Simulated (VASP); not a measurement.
# KBr (Fm-3m) in VASP: further runs

Aim: see how the results for KBr move with the level of theory and the settings. Levels: rev-vdW-DF2, HSE(alpha, omega). Tasks: relaxation of cell and atoms, single point.

Everything below comes from runs of VASP 6.6.1. Logs are shortened: lines on timing, memory, paths and dates and some standing lists are left out, and cuts for length are marked.

**1. Starting point**

The structure is cubic, space group Fm-3m (No. 225). The conventional cell has a = 6.600 Å, b = 6.600 Å, c = 6.600 Å, α = 90.00°, β = 90.00°, γ = 90.00°. Br (site symmetry m-3m) has 6 K at 3.30 Å as nearest neighbours. K (site symmetry m-3m) has 6 Br at 3.30 Å as nearest neighbours.

**2. Relaxation of cell and atoms, rev-vdW-DF2**

Input file INCAR:

```
PREC = Accurate ; ENCUT = 600
EDIFF = 1E-6 ; ISMEAR = -1
SIGMA = 0.05 ; LREAL = False
LASPH = True ; NELM = 100
ALGO = Normal ; ISIF = 3
LWAVE = False ; LCHARG = False
GGA = MK ; LUSE_VDW = True
AGGAC = 0.0 ; PARAM1 = 0.1234
PARAM2 = 0.711357 ; ZAB_VDW = -1.8867
IBRION = 2 ; NSW = 40
EDIFFG = -0.005
```

Input file KPOINTS:

```
regular mesh
0
Gamma
  7 7 7
```

Input file POSCAR:

```
KBr
1.0
    0.0000000000      3.3000000000      3.3000000000
    3.3000000000      0.0000000000      3.3000000000
    3.3000000000      3.3000000000      0.0000000000
Br K
1 1
Direct
    0.5000000000      0.5000000000      0.5000000000
    0.0000000000      0.0000000000      0.0000000000
```

Potentials or basis: VASP PAW PBE potentials, release 64 (Br, K_sv).

The run is started by

```
> cat potpaw_PBE.64/Br/POTCAR potpaw_PBE.64/K_sv/POTCAR > POTCAR
> mpirun -np 1 vasp_std > vasp.out
```

OUTCAR:

```text
PREC = Accurate
   ENCUT = 600
   EDIFF = 1E-6
   ISMEAR = -1
   LREAL = False
   LASPH = True
   NELM = 100
   ISIF = 3
   GGA = MK
   IBRION = 2
   NSW = 40
   EDIFFG = -0.005

 ion  position               nearest neighbor table
   1  0.500  0.500  0.500-   2 3.30   2 3.30   2 3.30   2 3.30   2 3.30   2 3.30
   2  0.000  0.000  0.000-   1 3.30   1 3.30   1 3.30   1 3.30   1 3.30   1 3.30

  LATTYP: Found a face centered cubic cell.
 ALAT       =     6.6000000000

  Lattice vectors:

 A1 = (   0.0000000000,   3.3000000000,   3.3000000000)
 A2 = (   3.3000000000,   0.0000000000,   3.3000000000)
 A3 = (   3.3000000000,   3.3000000000,   0.0000000000)

Analysis of symmetry for initial positions (statically):
=====================================================================
 Subroutine PRICEL returns:
 Original cell was already a primitive cell.

 Routine SETGRP: Setting up the symmetry group for a
 face centered cubic supercell.

 Subroutine GETGRP returns: Found 48 space group operations
 (whereof 48 operations were pure point group operations)
 out of a pool of 48 trial point group operations.

The static configuration has the point symmetry O_h .

Analysis of symmetry for dynamics (positions and initial velocities):
=====================================================================
 Subroutine PRICEL returns:
 Original cell was already a primitive cell.

 Routine SETGRP: Setting up the symmetry group for a
 face centered cubic supercell.

 Subroutine GETGRP returns: Found 48 space group operations
 (whereof 48 operations were pure point group operations)
 out of a pool of 48 trial point group operations.

The dynamic configuration has the point symmetry O_h .

 Subroutine INISYM returns: Found 48 space group operations
 (whereof 48 operations are pure point group operations),
 and found     1 'primitive' translations

----------------------------------------------------------------------------------------

                                     Primitive cell

  volume of cell :      71.8740

  direct lattice vectors                    reciprocal lattice vectors
     0.000000000  3.300000000  3.300000000    -0.151515152  0.151515152  0.151515152
     3.300000000  0.000000000  3.300000000     0.151515152 -0.151515152  0.151515152
     3.300000000  3.300000000  0.000000000     0.151515152  0.151515152 -0.151515152

  length of vectors
     4.666904756  4.666904756  4.666904756     0.262431941  0.262431941  0.262431941

  position of ions in fractional coordinates (direct lattice)
     0.500000000  0.500000000  0.500000000
     0.000000000  0.000000000  0.000000000

  ion indices of the primitive-cell ions
   primitive index   ion index
                 1           1
                 2           2

----------------------------------------------------------------------------------------

 KPOINTS: regular mesh

Automatic generation of k-mesh.
 Grid dimensions read from file:
 generate k-points for:    7    7    7

 Generating k-lattice:

  Cartesian coordinates                     Fractional coordinates (reciprocal lattice)
    -0.021645022  0.021645022  0.021645022     0.142857143  0.000000000  0.000000000
     0.021645022 -0.021645022  0.021645022     0.000000000  0.142857143  0.000000000
     0.021645022  0.021645022 -0.021645022     0.000000000  0.000000000  0.142857143

  Length of vectors
     0.037490277  0.037490277  0.037490277

  Shift w.r.t. Gamma in fractional coordinates (k-lattice)
     0.000000000  0.000000000  0.000000000

 Subroutine IBZKPT returns following result:
 ===========================================

 Found     20 irreducible k-points:

 Following reciprocal coordinates:
            Coordinates               Weight
  0.000000  0.000000  0.000000      1.000000
  0.142857  0.000000  0.000000      8.000000
  0.285714  0.000000  0.000000      8.000000
  0.428571  0.000000  0.000000      8.000000
  0.142857  0.142857  0.000000      6.000000
  0.285714  0.142857  0.000000     24.000000
[... 12 lines left out ...]
 -0.428571  0.428571  0.142857     24.000000
 -0.285714  0.428571  0.142857     24.000000
   k-points           NKPTS =     20   k-points in BZ     NKDIM =     20   number of bands    NBANDS=     12
   number of dos      NEDOS =    301   number of ions     NIONS =      2
   total plane-waves  NPLWV =  64000
   dimension x,y,z NGX =    40 NGY =   40 NGZ =   40
   dimension x,y,z NGXF=    80 NGYF=   80 NGZF=   80
   ions per type =               1   1
   NGX,Y,Z   is equivalent  to a cutoff of  14.25, 14.25, 14.25 a.u.
   NGXF,Y,Z  is equivalent  to a cutoff of  28.50, 28.50, 28.50 a.u.
 SYSTEM =  unknown system
   PREC   = accura    normal or accurate (medium, high low for compatibility)
   ISTART =      0    job   : 0-new  1-cont  2-samecut
   ICHARG =      2    charge: 1-file 2-atom 10-const
   ISPIN  =      1    spin polarized calculation?
   LNONCOLLINEAR =      F non collinear calculations
[... 17 lines left out ...]
   EMIN   =  10.00;   EMAX   =-10.00  energy-range for DOS
   EFERMI =   0.00;   METHOD = LEGACY
   ISMEAR =    -1;   SIGMA  =   0.05  broadening in eV -4-tet -1-fermi 0-gaus
   EFERMI_NEDOS =   21; number of points for ismear=-14 and -15
   IALGO  =     38    algorithm
   IMIX   =      4    mixing-type and parameters
     AMIX     =   0.40;   BMIX     =  1.00
     AMIX_MAG =   1.60;   BMIX_MAG =  1.00
  volume/ion in A,a.u.               =      35.94       242.51
  Fermi-wavevector in a.u.,A,eV,Ry     =   0.992181  1.874950 13.393889  0.984423
  Thomas-Fermi vector in A             =   2.123975
   LORBIT       =      0    0 simple, 1 ext, 2 COOP (PROOUT), +10 PAW based schemes
   GGA     = MK    functional components
   LHFCALC =     F    Hartree Fock is set to
   AEXX    =    0.0000 exact exchange contribution
   IVDW_NL    =     1    kernel type
   BPARAM     = 6.3000
   IVDW    =     0    specifies the selected vdW correction
   LEPSILON=     F    determine dielectric tensor
   LRPA    =     F    only Hartree local field effects (RPA)
 conjugate gradient relaxation of ions
 non-spin polarized calculation
  energy-cutoff  :      600.00
  volume of cell :       71.87
 maximum number of plane-waves:      2421
 NGX is ok and might be reduce to    40
   NGX = 19   NGY = 19   NGZ = 19

--------------------------------------- Ionic step        1  -------------------------------------------

 number of electron      16.0000000 magnetization

 Free energy of the ion-electron system (eV)
  ---------------------------------------------------
  ext. energy  EPLUGINS =         0.00000000
  ---------------------------------------------------
  free energy    TOTEN  =        -2.80374537 eV

  energy without entropy =       -2.80374537  energy(sigma->0) =       -2.80374537

------------------------ aborting loop because EDIFF is reached ----------------------------------------

  FORCE on cell =-STRESS in cart. coord.  units (eV):
  Direction    XX          YY          ZZ          XY          YZ          ZX
  --------------------------------------------------------------------------------------
  -------------------------------------------------------------------------------------
  Total       -0.0730161     -0.0730161     -0.0730161      0.0000000     -0.0000000     -0.0000000
  in kB       -1.6276357     -1.6276357     -1.6276357      0.0000000     -0.0000000     -0.0000000
  external PRESSURE =      -1.6276357 kB  Pullay stress =       0.0000000 kB

 VOLUME and BASIS-vectors are now :
 -----------------------------------------------------------------------------
  energy-cutoff  :      600.00
  volume of cell :       71.87
      direct lattice vectors                 reciprocal lattice vectors
     0.000000000  3.300000000  3.300000000    -0.151515152  0.151515152  0.151515152
     3.300000000  0.000000000  3.300000000     0.151515152 -0.151515152  0.151515152
     3.300000000  3.300000000  0.000000000     0.151515152  0.151515152 -0.151515152
[... 46 lines left out ...]
  FREE ENERGIE OF THE ION-ELECTRON SYSTEM (eV)
  ---------------------------------------------------
  free  energy   TOTEN  =        -2.8039937383 eV

  energy  without entropy=       -2.8039937383  energy(sigma->0) =       -2.80399374

Total vdW correction in eV:      3.0841964

--------------------------------------- Ionic step        3  -------------------------------------------

 number of electron      16.0000000 magnetization

 Free energy of the ion-electron system (eV)
  ---------------------------------------------------
  ext. energy  EPLUGINS =         0.00000000
  ---------------------------------------------------
  free energy    TOTEN  =        -2.80404649 eV

  energy without entropy =       -2.80404649  energy(sigma->0) =       -2.80404649

 E-fermi :  -0.6566     XC(G=0):  -7.6106

 val. band max:       -1.8084121766   @ k =   0.0000   0.0000   0.0000
 cond. band min:       2.4697885859   @ k =   0.0000   0.0000   0.0000
 fundamental gap:      4.2782007624
 Fermi energy:        -0.6566071254

 k-point     1 :       0.0000    0.0000    0.0000
  band No.  band energies     occupation
      1     -29.4796      2.00000
      2     -14.1346      2.00000
      3     -13.0237      2.00000
      4     -13.0237      2.00000
      5     -13.0237      2.00000
      6      -1.8084      2.00000
      7      -1.8084      2.00000
      8      -1.8084      2.00000
      9       2.4698      0.00000
     10       5.6761      0.00000
     11       5.6761      0.00000
     12       5.6761      0.00000

 k-point     2 :       0.1429    0.0000    0.0000
  band No.  band energies     occupation
      1     -29.4785      2.00000
      2     -14.1722      2.00000
      3     -13.0248      2.00000
      4     -13.0248      2.00000
      5     -12.9727      2.00000
      6      -2.1055      2.00000
      7      -1.8781      2.00000
      8      -1.8781      2.00000
      9       2.9825      0.00000
     10       5.5493      0.00000
     11       5.9200      0.00000
     12       5.9200      0.00000
[... 290 lines left out ...]
 POSITION                                       TOTAL-FORCE (eV/Angst)
 -----------------------------------------------------------------------------------
      3.29099      3.29099      3.29099         0.000000      0.000000      0.000000
      0.00000      0.00000      0.00000         0.000000      0.000000     -0.000000
 -----------------------------------------------------------------------------------
    total drift:                                0.000000     -0.000000     -0.000000

  FREE ENERGIE OF THE ION-ELECTRON SYSTEM (eV)
  ---------------------------------------------------
  free  energy   TOTEN  =        -2.8040464882 eV

  energy  without entropy=       -2.8040464881  energy(sigma->0) =       -2.80404649

Total vdW correction in eV:      3.0817443

 reached required accuracy - stopping structural energy minimisation
```

Wall time 4.4 min (1 thread of Intel Xeon Platinum 8488C (Sapphire Rapids), shared host); peak memory 0.58 GiB.

What came out:

```
Free energy                            : -2.8040 eV
Relaxed volume                         : 35.64 Å³/atom
Relaxed cell                           : a = 4.654 Å, b = 4.654 Å, c = 4.654 Å, α = 60.00°, β = 60.00°, γ = 60.00°
Space group after relaxing (to 0.05 Å) : Fm-3m (No. 225)
Energy gained by relaxing              : 0.2 meV/atom
Ionic steps                            : 3
Pressure after relaxing                : 0.0 GPa
Band gap on the k mesh                 : 4.28 eV, direct
```

Step by step:
```csv
step,energy change (eV),largest force (eV/Å),pressure (GPa),volume (Å³)
1,0.0000,0.0000,-0.16,71.87
2,-0.0002,0.0000,-0.06,71.49
3,-0.0003,0.0000,-0.01,71.29
```

Final structure:
```cif
data_structure
_symmetry_space_group_name_H-M 'P 1'
_symmetry_Int_Tables_number 1
_cell_length_a 4.6542
_cell_length_b 4.6542
_cell_length_c 4.6542
_cell_angle_alpha 60.000
_cell_angle_beta 60.000
_cell_angle_gamma 60.000
_cell_volume 71.29
loop_
_atom_site_label
_atom_site_type_symbol
_atom_site_fract_x
_atom_site_fract_y
_atom_site_fract_z
_atom_site_occupancy
Br1 Br 0.50000 0.50000 0.50000 1
K1 K 0.00000 0.00000 0.00000 1
```

Caveat: the PAW data sets were made with another functional, which shifts forces and pressure a little.

[end of part 1 of 2]
